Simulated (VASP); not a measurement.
Input of a VASP 6.6.1 run:

The input POSCAR:

```
W
1.0
    2.1465855422     -3.6380644142      0.0000000000
    2.1465855422      3.6380644142      0.0000000000
    0.0000000000      0.0000000000      4.2988817339
W
4
Direct
    0.1525000000      0.8475000000      0.0785000000
    0.6525000000      0.3475000000      0.4215000000
    0.8475000000      0.1525000000      0.9215000000
    0.3475000000      0.6525000000      0.5785000000
```

File INCAR.step1:

```
SYSTEM = W
ALGO     = Normal         ! electronic algorithm
EDIFF    = 1E-4           ! SCF threshold, eV
ENCUT    = 520            ! plane-wave cutoff, eV
GGA      = PE             ! functional
ISMEAR   = 0              ! smearing method
LASPH    = .True.         ! aspherical terms in the spheres
LCHARG   = .False.        ! write CHGCAR
LREAL    = .False.        ! projectors in reciprocal space
LWAVE    = .True.         ! write WAVECAR
NBANDS   = 36             ! bands
NELM     = 100            ! most SCF steps
PREC     = Accurate       ! precision mode
SIGMA    = 0.1            ! smearing width, eV
```

Contents of INCAR.step2:

```
SYSTEM = W
ALGO     = Normal         ! electronic algorithm
EDIFF    = 1E-6           ! SCF threshold, eV
ENCUT    = 520            ! plane-wave cutoff, eV
ISIF     = 2              ! what is computed and relaxed
ISMEAR   = 0              ! smearing method
ISTART   = 1            
LASPH    = .True.         ! aspherical terms in the spheres
LCHARG   = .True.         ! write CHGCAR
LELF     = .True.         ! ELF
LMIXTAU  = .True.       
LREAL    = .False.        ! projectors in reciprocal space
LVHAR    = .True.       
LWAVE    = .False.        ! write WAVECAR
METAGGA  = R2SCAN         ! meta-GGA
NBANDS   = 36             ! bands
NELM     = 100            ! most SCF steps
PREC     = Accurate       ! precision mode
SIGMA    = 0.1            ! smearing width, eV
```

The input KPOINTS:

```
k-points
0
Gamma
  6 6 4
  0 0 0
```

Potentials or basis: VASP PAW PBE potentials, release 64 (W_sv).

Run with:

```bash
$ cat potpaw_PBE.64/W_sv/POTCAR > POTCAR
$ cp INCAR.step1 INCAR
$ mpirun -np 1 vasp_std > vasp.out
$ cp INCAR.step2 INCAR
$ mpirun -np 1 vasp_std > vasp.out
```

Q: Predict the band gap on the k mesh.

A: None (metal or under the smearing width).

Q: What does it give for the pressure?

A: 40.0 GPa.

Q: Estimate the largest force.

A: 2.669 eV/Å.

Forces on the atoms (eV/Å):
```
W    0.000 -2.632 -0.442
W    0.000 -2.632  0.442
W    0.000  2.632  0.442
W    0.000  2.632 -0.442
```

Caveat: the k mesh is coarse (spacing up to 0.37 Å⁻¹), so the values aren't converged; a pressure of tens of GPa on the cell as given is suspect, and the run, the potentials or the cell itself is likely at fault; the PAW data sets were made with another functional, which shifts forces and pressure a little. The run has no spin-orbit coupling, so splittings on W are missing.
